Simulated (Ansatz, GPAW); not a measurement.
Given: the input of a run of Ansatz 0.2.0 on Au (Gold). 

The input input.yaml:

```yaml
crystal:
  lattice:
    - [0.0, 2.035, 2.035]
    - [2.035, 0.0, 2.035]
    - [2.035, 2.035, 0.0]
  atoms:
    - { symbol: Au, position: [0.0, 0.0, 0.0] }
kpoints:
  mp_grid: { grid: [11, 11, 11] }
scf:
  occupations: { method: gaussian, width: 0.02 }
hamiltonian:
  xc: rpbe
  pseudopotentials: { kind: all_electron, lapw: { basis_error: 0.001 } }
output:
  forces: true
  stress: true
  eigenvalues: true
```

Potentials or basis: all-electron LAPW, scalar-relativistic.

Launch:

```sh
$ ansatz run input.yaml --threads 1 --pin off --max-ram 3072MiB --backend cpu --events-out ev --progress --plain --runs-dir out
```

Problem. Translate it to GPAW 26.7.0 (ASE script). Potentials or basis there: the program's PAW data sets (release 1.2.1) made for this functional, cutoff 600 eV.

Solution. As run (cutoffs and basis follow the program's own potentials, and thresholds, step limits or extra output files can differ):

run.py

```python
from ase import Atoms
from ase.dft.bandgap import bandgap
from ase.io import write
from ase.units import GPa
from gpaw import GPAW, PW

atoms = Atoms(['Au'],
              cell=[[0.0, 2.035, 2.035],
                    [2.035, 0.0, 2.035],
                    [2.035, 2.035, 0.0]],
              scaled_positions=[[0.0, 0.0, 0.0]],
              pbc=True)

calc = GPAW(mode=PW(600),
            xc='RPBE',
            kpts={'size': (11, 11, 11), 'gamma': True},
            occupations={'name': 'methfessel-paxton', 'order': 0, 'width': 0.02},
            nbands=14,
            convergence={'density': 1e-05, 'energy': 1e-05},
            maxiter=150,
            txt='gpaw.txt')
atoms.calc = calc
energy = atoms.get_potential_energy()
forces = atoms.get_forces()
stress = atoms.get_stress()
calc.write('gs.gpw')
write('result.traj', atoms)
print(f'Energy: {energy:.6f} eV')
print('Forces (eV/A):')
print(forces.round(4))
print('Stress (GPa):', (stress / GPa).round(3))
print('Fermi level:', round(calc.get_fermi_level(), 4), 'eV')
print(f'Gap: {bandgap(calc)[0]:.4f} eV, direct: {bandgap(calc, direct=True)[0]:.4f} eV')
```

Potentials or basis: the program's PAW data sets (release 1.2.1) made for this functional, pw.

Command:

```bash
$ OMP_NUM_THREADS=1 python run.py
```

Both were run:

|  | Ansatz | GPAW |
| --- | --- | --- |
| Pressure | 14.9 GPa | 17.2 GPa |

Where Ansatz's input types no cutoff or centring, it takes its own default and a Γ-centred mesh.

The two runs disagree by more than potentials and bases usually give (in gap, levels, pressure or energy); the cause wasn't traced.

The cell lies far from this level's equilibrium.

Pressure is positive in compression.
